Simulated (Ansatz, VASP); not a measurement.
## Mg: VASP beside Ansatz

```
CELL_PARAMETERS angstrom
-2.04833 2.04833 2.04833
2.04833 -2.04833 2.04833
2.04833 2.04833 -2.04833
ATOMIC_POSITIONS crystal
Mg 0.00000 0.00000 0.00000
```

Alike in both runs: task single point; functional PBE; k mesh 14 × 14 × 14; occupations gaussian, width 0.1 eV; no spin polarisation.

```csv
,VASP,Ansatz
version,VASP 6.6.1,Ansatz 0.2.0
potentials or method,"VASP PAW PBE potentials, release 64 (Mg)","scalar-relativistic, plane waves, PAW"
plane-wave cutoff (eV),520,420
valence electrons in the cell,2,10
```

```tsv
	VASP	Ansatz	Ansatz less VASP
gap on the k mesh at the Fermi level (eV)	none	none	-
pressure (GPa)	-5.9	-5.9	+0.05
```

A gap of «none» marks a metal or a gap that the smearing closes. The two sets of potentials don't hold the same shells in valence.
